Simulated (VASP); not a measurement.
# SiNi3 (Pm-3m) in VASP: a series of runs

Runs on SiNi3. Level: LDA. Tasks: equation of state.

All numbers are computed with VASP 6.6.1; they aren't measurements. Logs are shortened: lines on timing, memory, paths and dates and some standing lists are left out, and cuts for length are marked.

## (1) The crystal as given

The structure is cubic, space group Pm-3m (No. 221). Conventional cell: a = 3.429 Å, b = 3.429 Å, c = 3.429 Å, α = 90.00°, β = 90.00°, γ = 90.00°. Around Ni (site symmetry 4/mmm) lie 8 Ni at 2.42 Å and 4 Si at 2.42 Å. Around Si (site symmetry m-3m) lie 12 Ni at 2.42 Å.

## (2) Equation of state, LDA, collinear spin, ferromagnetic start, 9.68 Å³/atom (a relaxed cell with its volume scaled by 0.96)

INCAR reads:

```
  ALGO = Normal
  EDIFF = 1E-6
  ENCUT = 520
  ISIF = 2
  ISMEAR = -1
  ISPIN = 2
  KPAR = 2
  LASPH = True
  LCHARG = False
  LMAXMIX = 4
  LORBIT = 11
  LREAL = False
  LWAVE = False
  MAGMOM = 1 1 1 0
  NELM = 120
  PREC = Accurate
  SIGMA = 0.05
```

KPOINTS reads:

```
k-points
0
Gamma
  8 8 8
```

POSCAR reads:

```
SiNi3                                   
1.0
    3.3827423031     -0.0000000000      0.0000000000
   -0.0000000000      3.3827423031      0.0000000000
   -0.0000000000      0.0000000000      3.3827423031
  Ni              Si            
     3     1
Direct
     0.5000000000000000    0.5000000000000000    0.0000000000000000
     0.5000000000000000    0.0000000000000000    0.5000000000000000
     0.0000000000000000    0.5000000000000000    0.5000000000000000
     0.0000000000000000    0.0000000000000000    0.0000000000000000
```

Potentials or basis: VASP PAW LDA potentials, release 64 (Ni, Si).

Launch:

```console
$ cat potpaw_LDA.64/Ni/POTCAR potpaw_LDA.64/Si/POTCAR > POTCAR
$ mpirun -np 2 vasp_std > vasp.out
```

OUTCAR:

```text
EDIFF = 1E-6
   ENCUT = 520
   ISIF = 2
   ISMEAR = -1
   ISPIN = 2
   LASPH = True
   LORBIT = 11
   LREAL = False
   NELM = 120
   PREC = Accurate

 ion  position               nearest neighbor table
   1  0.500  0.500  0.000-   2 2.39   3 2.39   4 2.39   2 2.39   3 2.39   2 2.39   4 2.39   2 2.39
                             3 2.39   4 2.39   3 2.39   4 2.39
   2  0.500  0.000  0.500-   1 2.39   3 2.39   4 2.39   1 2.39   4 2.39   1 2.39   3 2.39   1 2.39
                             3 2.39   4 2.39   4 2.39   3 2.39
   3  0.000  0.500  0.500-   1 2.39   2 2.39   4 2.39   1 2.39   4 2.39   2 2.39   4 2.39   4 2.39
                             1 2.39   2 2.39   1 2.39   2 2.39
   4  0.000  0.000  0.000-   1 2.39   2 2.39   3 2.39   2 2.39   3 2.39   1 2.39   3 2.39   3 2.39
                             1 2.39   2 2.39   2 2.39   1 2.39

  LATTYP: Found a simple cubic cell.
 ALAT       =     3.3827423031

  Lattice vectors:

 A1 = (   3.3827423031,   0.0000000000,   0.0000000000)
 A2 = (   0.0000000000,   3.3827423031,   0.0000000000)
 A3 = (   0.0000000000,   0.0000000000,   3.3827423031)

Analysis of symmetry for initial positions (statically):
=====================================================================
 Subroutine PRICEL returns:
 Original cell was already a primitive cell.

 Routine SETGRP: Setting up the symmetry group for a
 simple cubic supercell.

 Subroutine GETGRP returns: Found 48 space group operations
 (whereof 48 operations were pure point group operations)
 out of a pool of 48 trial point group operations.

The static configuration has the point symmetry O_h .

Analysis of symmetry for dynamics (positions and initial velocities):
=====================================================================
 Subroutine PRICEL returns:
 Original cell was already a primitive cell.

 Routine SETGRP: Setting up the symmetry group for a
 simple cubic supercell.

 Subroutine GETGRP returns: Found 48 space group operations
 (whereof 48 operations were pure point group operations)
 out of a pool of 48 trial point group operations.

The dynamic configuration has the point symmetry O_h .

Analysis of structural, dynamic, and magnetic symmetry:
=====================================================================
 Subroutine PRICEL returns:
 Original cell was already a primitive cell.

 Routine SETGRP: Setting up the symmetry group for a
 simple cubic supercell.

 Subroutine GETGRP returns: Found 48 space group operations
 (whereof 48 operations were pure point group operations)
 out of a pool of 48 trial point group operations.

The overall configuration has the point symmetry O_h .

 Subroutine INISYM returns: Found 48 space group operations
 (whereof 48 operations are pure point group operations),
 and found     1 'primitive' translations

----------------------------------------------------------------------------------------

                                     Primitive cell

  volume of cell :      38.7085

  direct lattice vectors                    reciprocal lattice vectors
     3.382742303  0.000000000  0.000000000     0.295618144  0.000000000  0.000000000
     0.000000000  3.382742303  0.000000000     0.000000000  0.295618144  0.000000000
     0.000000000  0.000000000  3.382742303     0.000000000  0.000000000  0.295618144

  length of vectors
     3.382742303  3.382742303  3.382742303     0.295618144  0.295618144  0.295618144

  position of ions in fractional coordinates (direct lattice)
     0.500000000  0.500000000  0.000000000
     0.500000000  0.000000000  0.500000000
     0.000000000  0.500000000  0.500000000
     0.000000000  0.000000000  0.000000000

  ion indices of the primitive-cell ions
   primitive index   ion index
                 1           1
                 2           2
                 3           3
                 4           4

----------------------------------------------------------------------------------------

 KPOINTS: k-points

Automatic generation of k-mesh.
 Grid dimensions read from file:
 generate k-points for:    8    8    8

 Generating k-lattice:

  Cartesian coordinates                     Fractional coordinates (reciprocal lattice)
     0.036952268  0.000000000  0.000000000     0.125000000  0.000000000  0.000000000
     0.000000000  0.036952268  0.000000000     0.000000000  0.125000000  0.000000000
     0.000000000  0.000000000  0.036952268     0.000000000  0.000000000  0.125000000

  Length of vectors
     0.036952268  0.036952268  0.036952268

  Shift w.r.t. Gamma in fractional coordinates (k-lattice)
     0.000000000  0.000000000  0.000000000

 Subroutine IBZKPT returns following result:
 ===========================================

 Found     35 irreducible k-points:

 Following reciprocal coordinates:
            Coordinates               Weight
  0.000000  0.000000  0.000000      1.000000
  0.125000  0.000000  0.000000      6.000000
  0.250000  0.000000  0.000000      6.000000
  0.375000  0.000000  0.000000      6.000000
  0.500000  0.000000  0.000000      3.000000
  0.125000  0.125000  0.000000     12.000000
[... 16 lines left out ...]
  0.375000  0.375000  0.125000     24.000000
  0.500000  0.375000  0.125000     24.000000
 [... further k-points ...]
   k-points           NKPTS =     35   k-points in BZ     NKDIM =     35   number of bands    NBANDS=     23
   number of dos      NEDOS =    301   number of ions     NIONS =      4
   total plane-waves  NPLWV =  21952
   dimension x,y,z NGX =    28 NGY =   28 NGZ =   28
   dimension x,y,z NGXF=    56 NGYF=   56 NGZF=   56
   ions per type =               3   1
   NGX,Y,Z   is equivalent  to a cutoff of  13.76, 13.76, 13.76 a.u.
   NGXF,Y,Z  is equivalent  to a cutoff of  27.52, 27.52, 27.52 a.u.
 SYSTEM =  unknown system
   PREC   = accura    normal or accurate (medium, high low for compatibility)
   ISTART =      0    job   : 0-new  1-cont  2-samecut
   ICHARG =      2    charge: 1-file 2-atom 10-const
   ISPIN  =      2    spin polarized calculation?
   LNONCOLLINEAR =      F non collinear calculations
   LSORBIT =      F    spin-orbit coupling
   LASPH  =      T    aspherical Exc in radial PAW
   ENCUT  =  520.0 eV  38.22 Ry    6.18 a.u.   6.29  6.29  6.29*2*pi/ulx,y,z
   NELM   =    120;   NELMIN=  2; NELMDL= -5     # of ELM steps
   EDIFF  = 0.1E-05   stopping-criterion for ELM
   LREAL  =      F    real-space projection
   EDIFFG = 0.1E-04   stopping-criterion for IOM
   NSW    =      0    number of steps for IOM
   IBRION =     -1    ionic relax: 0-MD 1-quasi-New 2-CG
   NFREE  =      0    steps in history (QN), initial steepest desc. (CG)
   ISIF   =      2    stress and relaxation
   ISYM   =      2    0-nonsym 1-usesym 2-fastsym
   POTIM  = 0.5000    time-step for ionic-motion
   TEBEG  =    0.0;   TEEND  =   0.0 temperature during run
   PSTRESS=    0.0 pullay stress
   NELECT =      34.0000    total number of electrons
   NUPDOWN=      -1.0000    fix difference up-down
   EMIN   =  10.00;   EMAX   =-10.00  energy-range for DOS
   EFERMI =   0.00;   METHOD = LEGACY
   ISMEAR =    -1;   SIGMA  =   0.05  broadening in eV -4-tet -1-fermi 0-gaus
   EFERMI_NEDOS =   21; number of points for ismear=-14 and -15
   IALGO  =     38    algorithm
   IMIX   =      4    mixing-type and parameters
     AMIX     =   0.40;   BMIX     =  1.00
     AMIX_MAG =   1.60;   BMIX_MAG =  1.00
  volume/ion in A,a.u.               =       9.68        65.30
  Fermi-wavevector in a.u.,A,eV,Ry     =   1.567830  2.962769 33.444345  2.458090
  Thomas-Fermi vector in A             =   2.669951
   LORBIT       =     11    0 simple, 1 ext, 2 COOP (PROOUT), +10 PAW based schemes
   GGA     = CA    functional components
   LHFCALC =     F    Hartree Fock is set to
   AEXX    =    0.0000 exact exchange contribution
   IVDW    =     0    specifies the selected vdW correction
   LEPSILON=     F    determine dielectric tensor
   LRPA    =     F    only Hartree local field effects (RPA)
 spin polarized calculation
  energy-cutoff  :      520.00
  volume of cell :       38.71
 maximum number of plane-waves:      1064
 NGX is ok and might be reduce to    28
   NGX = 13   NGY = 13   NGZ = 13

 number of electron      34.0000037 magnetization       0.0002348

 number of electron      34.0000037 magnetization      -0.0000608

 Free energy of the ion-electron system (eV)
  ---------------------------------------------------
  ext. energy  EPLUGINS =         0.00000000
  ---------------------------------------------------
  free energy    TOTEN  =       -27.87317528 eV

  energy without entropy =      -27.85755245  energy(sigma->0) =      -27.86536387

 E-fermi :  12.1342     XC(G=0): -13.9753

 val. band max:       12.0665090574   @ k =   0.1250   0.1250   0.0000
 cond. band min:      12.1594077292   @ k =   0.5000   0.3750   0.3750
 fundamental gap:      0.0928986718
 Fermi energy:        12.1341551571

 spin component 1

 k-point     1 :       0.0000    0.0000    0.0000
  band No.  band energies     occupation
      1      -0.5985      1.00000
      2       6.5377      1.00000
      3       7.3982      1.00000
      4       7.3982      1.00000
      5       7.9656      1.00000
      6       7.9656      1.00000
[... 15 lines left out ...]
     22      19.0499      0.00000
     23      23.4827      0.00000

 k-point     2 :       0.1250    0.0000    0.0000
  band No.  band energies     occupation
      1      -0.3988      1.00000
      2       6.5794      1.00000
      3       7.1649      1.00000
      4       7.5442      1.00000
      5       7.9606      1.00000
      6       7.9606      1.00000
[... 15 lines left out ...]
     22      19.7187      0.00000
     23      22.8120      0.00000
[... 544 lines left out ...]
     22      19.5122      0.00000
     23      20.7838      0.00000

 k-point    24 :       0.5000    0.3750    0.1250
  band No.  band energies     occupation
      1       2.9834      1.00000
      2       5.2304      1.00000
      3       6.0091      1.00000
      4       7.6458      1.00000
      5       8.0587      1.00000
      6       8.7421      1.00000
[... 15 lines left out ...]
     22      19.8740      0.00000
     23      20.9920      0.00000

 [... further k-points ...]

 spin component 2

 k-point     1 :       0.0000    0.0000    0.0000
  band No.  band energies     occupation
      1      -0.5985      1.00000
      2       6.5377      1.00000
      3       7.3983      1.00000
      4       7.3983      1.00000
      5       7.9656      1.00000
      6       7.9656      1.00000
[... 15 lines left out ...]
     22      19.0499      0.00000
     23      23.4827      0.00000

 k-point     2 :       0.1250    0.0000    0.0000
  band No.  band energies     occupation
      1      -0.3988      1.00000
      2       6.5794      1.00000
      3       7.1649      1.00000
      4       7.5442      1.00000
      5       7.9606      1.00000
      6       7.9606      1.00000
[... 15 lines left out ...]
     22      19.7187      0.00000
     23      22.8120      0.00000
[... 544 lines left out ...]
     22      19.5122      0.00000
     23      20.7838      0.00000

 k-point    24 :       0.5000    0.3750    0.1250
  band No.  band energies     occupation
      1       2.9834      1.00000
      2       5.2305      1.00000
      3       6.0091      1.00000
      4       7.6459      1.00000
      5       8.0587      1.00000
      6       8.7421      1.00000
[... 15 lines left out ...]
     22      19.8740      0.00000
     23      20.9920      0.00000

 [... further k-points ...]

------------------------ aborting loop because EDIFF is reached ----------------------------------------

  FORCE on cell =-STRESS in cart. coord.  units (eV):
  Direction    XX          YY          ZZ          XY          YZ          ZX
  --------------------------------------------------------------------------------------
  -------------------------------------------------------------------------------------
  Total        2.7879610      2.7879610      2.7879610     -0.0000000     -0.0000000      0.0000000
  in kB      115.3959411    115.3959411    115.3959411     -0.0000000     -0.0000000      0.0000000
  external PRESSURE =     115.3959411 kB  Pullay stress =       0.0000000 kB

 VOLUME and BASIS-vectors are now :
 -----------------------------------------------------------------------------
  energy-cutoff  :      520.00
  volume of cell :       38.71
      direct lattice vectors                 reciprocal lattice vectors
     3.382742303  0.000000000  0.000000000     0.295618144  0.000000000  0.000000000
     0.000000000  3.382742303  0.000000000     0.000000000  0.295618144  0.000000000
     0.000000000  0.000000000  3.382742303     0.000000000  0.000000000  0.295618144

 POSITION                                       TOTAL-FORCE (eV/Angst)
 -----------------------------------------------------------------------------------
      1.69137      1.69137      0.00000         0.000000      0.000000      0.000000
      1.69137      0.00000      1.69137         0.000000      0.000000      0.000000
      0.00000      1.69137      1.69137         0.000000      0.000000      0.000000
      0.00000      0.00000      0.00000         0.000000      0.000000      0.000000
 -----------------------------------------------------------------------------------
    total drift:                                0.000000      0.000000      0.000000

  FREE ENERGIE OF THE ION-ELECTRON SYSTEM (eV)
  ---------------------------------------------------
  free  energy   TOTEN  =       -27.8731752831 eV

  energy  without entropy=      -27.8575524540  energy(sigma->0) =      -27.86536387

 total charge

# of ion       s       p       d       tot
------------------------------------------
    1        0.540   0.690   8.495   9.726
    2        0.540   0.690   8.495   9.726
    3        0.540   0.690   8.495   9.726
    4        0.738   0.889   0.000   1.627
--------------------------------------------------
tot          2.359   2.960  25.486  30.805

 magnetization (x)

# of ion       s       p       d       tot
------------------------------------------
    1        0.000   0.000   0.000   0.000
    2        0.000   0.000   0.000   0.000
    3        0.000   0.000   0.000   0.000
    4       -0.000   0.000   0.000  -0.000
--------------------------------------------------
tot         -0.000   0.000   0.000   0.000
```

Run time: 23 s. Hardware: 2 MPI ranks of AMD EPYC 9R14 (Zen 4), shared host; peak memory 0.14 GiB.

What came out:

| Property | Result |
| --- | --- |
| Free energy | -27.8732 eV |
| Pressure | 11.5 GPa |
| Band gap on the k mesh | none (metal or under the smearing width) |
| Net moment | 0.00 μB per cell |
| Valence electrons inside the program's atomic spheres | Ni 9.73; Si 1.63 |

## (3) Equation of state, LDA, collinear spin, ferromagnetic start, 9.88 Å³/atom (a relaxed cell with its volume scaled by 0.98)

INCAR is that of step 2.

KPOINTS is that of step 2.

Changes to POSCAR since step 2:

```diff
@@ -2,5 +2,5 @@
 1.0
-    3.3827423031     -0.0000000000      0.0000000000
-   -0.0000000000      3.3827423031      0.0000000000
-   -0.0000000000      0.0000000000      3.3827423031
+    3.4060722976     -0.0000000000      0.0000000000
+   -0.0000000000      3.4060722976      0.0000000000
+   -0.0000000000      0.0000000000      3.4060722976
   Ni              Si
```

Potentials or basis: VASP PAW LDA potentials, release 64 (Ni, Si).

Launch:

```console
$ cat potpaw_LDA.64/Ni/POTCAR potpaw_LDA.64/Si/POTCAR > POTCAR
$ mpirun -np 2 vasp_std > vasp.out
```

Wall time 23 s (2 MPI ranks of AMD EPYC 9R14 (Zen 4), shared host); peak memory 0.14 GiB.

The run converged. Its results:

```
Free energy                                           : -27.9159 eV
Pressure                                              : 5.4 GPa
Band gap on the k mesh                                : none (metal or under the smearing width)
Net moment                                            : 0.00 μB per cell
Valence electrons inside the program's atomic spheres : Ni 9.68; Si 1.61
```

## (4) Equation of state, LDA, collinear spin, ferromagnetic start, 10.08 Å³/atom

INCAR is that of step 3.

KPOINTS is that of step 3.

Changes to POSCAR since step 3:

```diff
@@ -2,5 +2,5 @@
 1.0
-    3.4060722976     -0.0000000000      0.0000000000
-   -0.0000000000      3.4060722976      0.0000000000
-   -0.0000000000      0.0000000000      3.4060722976
+    3.4290869978     -0.0000000000      0.0000000000
+   -0.0000000000      3.4290869978      0.0000000000
+   -0.0000000000      0.0000000000      3.4290869978
   Ni              Si
```

Launch:

```console
$ cat potpaw_LDA.64/Ni/POTCAR potpaw_LDA.64/Si/POTCAR > POTCAR
$ mpirun -np 2 vasp_std > vasp.out
```

It took 22 s on 2 MPI ranks of AMD EPYC 9R14 (Zen 4), shared host; peak memory 0.14 GiB.

The run converged. Its results:

* Free energy: -27.9295 eV
* Pressure: 0.0 GPa
* Band gap on the k mesh: none (metal or under the smearing width)
* Net moment: 0.00 μB per cell
* Valence electrons inside the program's atomic spheres: Ni 9.63; Si 1.60

## (5) Equation of state, LDA, collinear spin, ferromagnetic start, 10.28 Å³/atom (a relaxed cell with its volume scaled by 1.02)

INCAR is that of step 4.

KPOINTS is that of step 4.

Changes to POSCAR since step 4:

```diff
@@ -2,5 +2,5 @@
 1.0
-    3.4290869978     -0.0000000000      0.0000000000
-   -0.0000000000      3.4290869978      0.0000000000
-   -0.0000000000      0.0000000000      3.4290869978
+    3.4517968450     -0.0000000000      0.0000000000
+   -0.0000000000      3.4517968450      0.0000000000
+   -0.0000000000      0.0000000000      3.4517968450
   Ni              Si
```

Launch:

```console
$ cat potpaw_LDA.64/Ni/POTCAR potpaw_LDA.64/Si/POTCAR > POTCAR
$ mpirun -np 2 vasp_std > vasp.out
```

Wall time 22 s (2 MPI ranks of AMD EPYC 9R14 (Zen 4), shared host); peak memory 0.15 GiB.

It converged, with:

```yaml
Free_energy: -27.9171 eV
Pressure: -4.9 GPa
Band_gap_on_the_k_mesh: none (metal or under the smearing width)
Net_moment: 0.00 μB per cell
Valence_electrons_inside_the_program's_atomic_spheres: Ni 9.58; Si 1.58
```

## (6) Equation of state, LDA, collinear spin, ferromagnetic start, 10.48 Å³/atom (a relaxed cell with its volume scaled by 1.04)

INCAR is that of step 5.

KPOINTS is that of step 5.

Changes to POSCAR since step 5:

```diff
@@ -2,5 +2,5 @@
 1.0
-    3.4517968450     -0.0000000000      0.0000000000
-   -0.0000000000      3.4517968450      0.0000000000
-   -0.0000000000      0.0000000000      3.4517968450
+    3.4742117383     -0.0000000000      0.0000000000
+   -0.0000000000      3.4742117383      0.0000000000
+   -0.0000000000      0.0000000000      3.4742117383
   Ni              Si
```

Potentials or basis: VASP PAW LDA potentials, release 64 (Ni, Si).

Launch:

```console
$ cat potpaw_LDA.64/Ni/POTCAR potpaw_LDA.64/Si/POTCAR > POTCAR
$ mpirun -np 2 vasp_std > vasp.out
```

Wall time 23 s (2 MPI ranks of AMD EPYC 9R14 (Zen 4), shared host); peak memory 0.15 GiB.

The run converged. Its results:

```yaml
Free_energy: -27.8816 eV
Pressure: -9.2 GPa
Band_gap_on_the_k_mesh: none (metal or under the smearing width)
Net_moment: 0.00 μB per cell
Valence_electrons_inside_the_program's_atomic_spheres: Ni 9.54; Si 1.57
```

## (7) Equation of state, LDA, collinear spin, ferromagnetic start

No new run: the results of the series are fitted here.

What came out:

| Item | Value |
| --- | --- |
| Equilibrium volume | 10.08 Å³/atom |
| Bulk modulus | 257 GPa |
| Pressure derivative of the bulk modulus | 4.8 (rough: it moves with the points fitted) |

Energy against volume, from the lowest point:
```tsv
volume (Å³/atom)	energy (meV/atom)
9.677	14.08
9.879	3.40
10.080	0.00
10.282	3.09
10.484	11.96
```
